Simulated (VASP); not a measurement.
# CuI: density of states with HSE06+D4

The system is CuI.

```
I Cu
1.0
     3.73317   -3.71109    0.00000
     3.73317    3.71109    0.00000
     0.00000    0.00000    4.30700
I Cu
2 2
Direct
  0.22996 0.77004 0.25000
  0.77004 0.22996 0.75000
  0.57956 0.42044 0.25000
  0.42044 0.57956 0.75000
```

Measurements of this composition are mostly on another form, of space group No. 216.

```yaml
Program: VASP 6.6.1
Task: density of states
Functional: HSE06
Dispersion: D4
Potentials_or_basis: VASP PAW PBE potentials, release 64 (I, Cu_pv)
Cutoff: 520 eV
k_mesh: 3 × 3 × 4
Occupations: tetrahedron
Spin: no spin polarisation
Grid_for_exact_exchange_PRECFOCK: Normal
Screening_parameter: 0.2 1/A
Further_INCAR_settings: PREC = High; ALGO = Normal; EDIFF = 1e-07; NELMDL = -8
```

```
Pressure                                              : -1.2 GPa
Largest force                                         : 0.220 eV/Å
Band gap on the k mesh                                : 2.25 eV, direct
Valence electrons inside the program's atomic spheres : I 4.39; Cu 15.44
Dispersion energy per atom                            : -0.319 eV
```

Forces in eV/Å, atoms in the order of the input:
```
I    0.000  0.023  0.000
I    0.000 -0.023  0.000
Cu   0.000 -0.220  0.000
Cu   0.000  0.220  0.000
```

Stress tensor (GPa, compression positive):
```
-1.79  0.00  0.00
 0.00 -1.37  0.00
 0.00  0.00 -0.29
```

Levels at points of the mesh, in eV from the valence-band top:
```tsv
k point	band 21	band 22	band 23	band 24	band 25	band 26	band 27	band 28
(0.00, 0.00, 0.00)	-2.00	-1.86	-0.89	0.00	2.25	2.79	3.70	5.88
(0.00, 0.00, 0.50)	-2.41	-2.41	-1.82	-1.82	5.00	5.00	5.06	5.06
```

States per cell in windows of 0.5 eV (zero at the valence-band top; states under -8 eV left out):
```tsv
from (eV)	total	Cu3_d	Cu4_d	I1_p	I2_p	Cu3_s	Cu4_s
-8.0	0.00	0.00	0.00	0.00	0.00	0.00	0.00
-7.5	0.00	0.00	0.00	0.00	0.00	0.00	0.00
-7.0	0.00	0.00	0.00	0.00	0.00	0.00	0.00
-6.5	0.01	0.00	0.00	0.00	0.00	0.00	0.00
-6.0	2.27	0.21	0.21	0.32	0.32	0.10	0.10
-5.5	1.13	0.16	0.16	0.17	0.17	0.02	0.02
-5.0	1.37	0.26	0.26	0.19	0.19	0.01	0.01
-4.5	5.40	1.07	1.07	0.71	0.71	0.02	0.02
-4.0	2.41	0.88	0.88	0.10	0.10	0.00	0.00
-3.5	4.22	1.57	1.57	0.16	0.16	0.01	0.01
-3.0	7.61	3.05	3.05	0.20	0.20	0.03	0.03
-2.5	2.66	0.90	0.90	0.20	0.20	0.00	0.00
-2.0	3.12	0.65	0.65	0.49	0.49	0.01	0.01
-1.5	1.65	0.35	0.35	0.25	0.25	0.01	0.01
-1.0	0.54	0.13	0.13	0.08	0.08	0.00	0.00
-0.5	0.20	0.05	0.05	0.03	0.03	0.00	0.00
0.0	0.00	0.00	0.00	0.00	0.00	0.00	0.00
0.5	0.00	0.00	0.00	0.00	0.00	0.00	0.00
1.0	0.00	0.00	0.00	0.00	0.00	0.00	0.00
1.5	0.00	0.00	0.00	0.00	0.00	0.00	0.00
2.0	0.00	0.00	0.00	0.00	0.00	0.00	0.00
2.5	0.05	0.00	0.00	0.00	0.00	0.00	0.00
3.0	0.29	0.00	0.00	0.02	0.02	0.02	0.02
3.5	1.65	0.04	0.04	0.09	0.09	0.09	0.09
4.0	1.52	0.04	0.04	0.09	0.09	0.08	0.08
4.5	1.03	0.03	0.03	0.06	0.06	0.05	0.05
5.0	1.86	0.04	0.04	0.12	0.12	0.06	0.06
5.5	1.19	0.02	0.02	0.04	0.04	0.02	0.02
6.0	0.41	0.01	0.01	0.01	0.01	0.01	0.01
6.5	0.01	0.00	0.00	0.00	0.00	0.00	0.00
7.0	0.00	0.00	0.00	0.00	0.00	0.00	0.00
7.5	0.00	0.00	0.00	0.00	0.00	0.00	0.00
```

Wall time 39 min on 1 thread of Intel(R) Xeon(R) 6975P-C (Granite Rapids) (shared host), peak memory 0.32 GiB.

Caveat: the PAW data sets were made with another functional, which shifts forces and pressure a little; spin-orbit coupling is left out, which moves the levels of the heavy elements.
